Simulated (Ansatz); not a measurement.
## Convergence test, AgCl

Computed with Ansatz 0.2.0, DFT PBE, scalar-relativistic, plane waves, PAW.

```
Ag Cl
1.0
     3.43397    0.00000    0.00000
     0.00000    3.43397    0.00000
     0.00000    0.00000    3.43397
Ag Cl
1 1
Direct
  0.00000 0.00000 0.00000
  0.50000 0.50000 0.50000
```

```
plane-wave cutoff : 420 eV
occupation rule   : Gaussian smearing, 0.02 eV
spin treatment    : unpolarised
```

The atoms stay fixed while the k-point mesh is varied. ΔE is the energy extrapolated to zero smearing, less that of the reference run (14×14×14). The cell isn't necessarily relaxed at this level. The meshes are Γ-centred. Pressure is positive in compression.

(1) Tried: 1×1×1, 2×2×2, 4×4×4, 6×6×6, 8×8×8, 10×10×10, 12×12×12, 14×14×14. From which k-point mesh on does the energy per atom stay within 100, 10 and 1 meV of the reference?

Answers

(1) 4×4×4 for 100 meV, 6×6×6 for 10 meV, 8×8×8 for 1 meV. The reference itself isn't shown to be converged.

```tsv
mesh	ΔE (meV/atom)	P (GPa)	gap on mesh (eV)	irreducible points
1×1×1	1636	3.59	1.232	1
2×2×2	479	7.04	0.332	4
4×4×4	13.3	0.11	0.562	10
6×6×6	1.08	-0.11	0.573	20
8×8×8	0.13	-0.12	0.574	35
10×10×10	0.02	-0.13	0.574	56
12×12×12	0.00	-0.13	0.574	84
14×14×14	0.00	-0.13	0.574	120
```

This CsCl-type form isn't the usual stable structure of the compound.